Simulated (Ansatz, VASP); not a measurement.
HgTe: VASP beside Ansatz

File INCAR:

```
PREC     = Accurate       # precision mode
ENCUT    = 520            # plane-wave cutoff, eV
EDIFF    = 1E-7           # SCF threshold, eV
ISMEAR   = 0              # smearing method
SIGMA    = 0.15           # smearing width, eV
LREAL    = F              # projectors in reciprocal space
LASPH    = T              # aspherical terms in the spheres
NELM     = 80             # most SCF steps
ALGO     = Normal         # electronic algorithm
ISIF     = 2              # what is computed and relaxed
LWAVE    = F              # write WAVECAR
LCHARG   = F              # write CHGCAR
GGA      = PS             # functional
NBANDS   = 16             # bands
```

The input KPOINTS:

```
Automatic mesh
0
Gamma
  14 14 14
```

File POSCAR:

```
HgTe
1.0
    0.0000000000      3.2235000000      3.2235000000
    3.2235000000      0.0000000000      3.2235000000
    3.2235000000      3.2235000000      0.0000000000
Hg Te
1 1
Direct
    0.0000000000      0.0000000000      0.0000000000
    0.7500000000      0.7500000000      0.7500000000
```

Input for Ansatz:

```yaml
crystal:
  lattice:
    - [0.0, 3.2235, 3.2235]
    - [3.2235, 0.0, 3.2235]
    - [3.2235, 3.2235, 0.0]
  atoms:
    - { symbol: Hg, position: [0.0, 0.0, 0.0] }
    - { symbol: Te, position: [0.75, 0.75, 0.75] }
basis:
  ecutwfc: 420
kpoints:
  mp_grid: { grid: [14, 14, 14] }
hamiltonian:
  xc: pbesol
scf:
  occupations: { method: gaussian, width: 0.15 }
output:
  forces: true
  stress: true
  eigenvalues: true
  write_density: true
  write_potential: true
  elf: true
  volumetric_format: npy
```

Alike in both runs: task single point; functional PBEsol; k mesh 14 × 14 × 14; occupations gaussian, width 0.15 eV; no spin polarisation.

```csv
,VASP,Ansatz
version,VASP 6.6.1,Ansatz 0.2.0
potentials or method,"VASP PAW PBE potentials, release 64 (Hg, Te)","scalar-relativistic, plane waves, PAW"
plane-wave cutoff (eV),520,420
valence electrons in the cell,18,36
```

|  | VASP | Ansatz | Ansatz less VASP |
| --- | --- | --- | --- |
| gap on the k mesh at the Fermi level (eV) | none | none | - |
| pressure (GPa) | 1.4 | 1.3 | -0.12 |

A gap of «none» marks a metal or a gap that the smearing closes. The two sets of potentials don't hold the same shells in valence.

Caveats: the PAW data sets were made with another functional, which shifts forces and pressure a little (VASP). The runs have no spin-orbit coupling, so splittings on Hg, Te are missing.
